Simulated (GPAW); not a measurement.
Here is a GPAW 26.7.0 calculation.

File run.py:

```python
import numpy as np
from ase import Atoms
from ase.dft.bandgap import bandgap
from ase.io import write
from gpaw import GPAW, PW
from gpaw.response.df import DielectricFunction

atoms = Atoms(['N', 'B'],
              cell=[[0.0, 1.813001, 1.813001],
                    [1.813001, 0.0, 1.813001],
                    [1.813001, 1.813001, 0.0]],
              scaled_positions=[[0.25, 0.25, 0.25],
                                [0.0, 0.0, 0.0]],
              pbc=True)

calc = GPAW(mode=PW(600),
            xc='PBE',
            kpts={'size': (10, 10, 10), 'gamma': True},
            occupations={'name': 'fermi-dirac', 'width': 0.001},
            nbands=11,
            convergence={'density': 1e-06},
            maxiter=150,
            txt='gpaw.txt')
atoms.calc = calc
energy = atoms.get_potential_energy()
calc.write('gs.gpw')
write('result.traj', atoms)
print(f'Energy: {energy:.6f} eV')
print('Fermi level:', round(calc.get_fermi_level(), 4), 'eV')
print(f'Gap: {bandgap(calc)[0]:.4f} eV, direct: {bandgap(calc, direct=True)[0]:.4f} eV')

for size in [(32, 32, 32)]:
    name = 'x'.join(str(n) for n in size)
    dense = calc.fixed_density(kpts={'size': size, 'gamma': True},
                               nbands=30, convergence={'bands': 24, 'eigenstates': 1e-7},
                               update_fermi_level=True, txt=f'dense-{name}.txt')
    dense.write(f'{name}.gpw', mode='all')
    df = DielectricFunction(f'{name}.gpw', frequencies=np.array([0.0]), hilbert=False, eta=0.001,
                            ecut=80, nbands=24, intraband=False, txt=f'df-{name}.txt')
    for xc in ['RPA']:
        for direction in ['x', 'y', 'z', [0, 1, 1], [1, 0, 1], [1, 1, 0]]:
            e0, e = df.get_macroscopic_dielectric_constant(xc=xc, direction=direction)
            print(f'{name} {xc} {direction}: {e0:.4f} without, {e:.4f} with local fields')
```

Potentials or basis: GPAW PAW data sets (gpaw-data 1.2.1), pw.

Command:

```console
$ OMP_NUM_THREADS=1 python run.py
```

Task: Predict the electronic dielectric tensor (diagonal).

Result: 4.52.

Task: Estimate the band gap on the k mesh.

Result: 4.44 eV, indirect (least direct gap 8.78 eV).

Electronic dielectric tensor:
```
4.52 0.00 0.00
0.00 4.52 0.00
0.00 0.00 4.52
```

Caveat: the long-wavelength limit can be off by a per cent or two.

**What was measured.**

A printed reference work, monograph reports, for a bulk crystal of BN at 300 K: band gap 6.4 eV (indirect).

Measured gap of BN: 6.4 eV (indirect; 300 K; a printed reference work, monograph). This calculation gives 4.44 eV (-1.96 eV). The value is that of PBE on a finite k mesh, which can miss the band edges, without temperature or zero-point motion. Semilocal functionals fall short of measured gaps as a rule. The cell is a database's relaxed one, not the measured one, which moves gaps too.
